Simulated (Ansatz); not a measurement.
A relaxed cell of InP is given with its symmetry left out. The cell was found from a structure generator's guess, not taken from experiment.

Method: DFT PBE, scalar-relativistic, plane waves, PAW (Ansatz 0.2.0). Cutoff 420 eV, Γ-centred mesh, Gaussian smearing, no spin polarisation.

```
In P
1.0
     2.95267    0.00000    0.00000
    -1.47633    2.55709    0.00000
     0.00000    0.00000    5.55249
In P
1 1
Direct
  0.00000 0.00000 0.50000
  0.00000 0.00000 0.00000
```

The zero of energy is the elements' standard structures at the same level; no fitted shifts are applied. The references include black phosphorus.

Q: What space group does it have?

A: P6/mmm (No. 191). Conventional cell: a = 2.953 Å, c = 5.552 Å. Around In lie 2 P at 2.78 Å and 6 In at 2.95 Å; P is surrounded by 2 In at 2.78 Å and 6 P at 2.95 Å.

Q: How far does it lie from the elements in energy?

A: +0.40 eV/atom. A positive value: parting into the elements would lower its energy.

Q: Is it a metal?

A: Yes, bands cross the Fermi level on the 24×24×10 mesh.

The last run used a 24×24×10 mesh (in the run's order of axes) for its 2-atom cell and Gaussian smearing of 0.10 eV. The reference form of P is held partly by dispersion forces, which this level lacks. Symmetry constrained the relaxation, so the result can be a saddle point. Another cell of InP relaxed alike, in F-43m (a cell as deposited in COD), lies 0.65 eV/atom lower, so this cell isn't the stable form at this level.
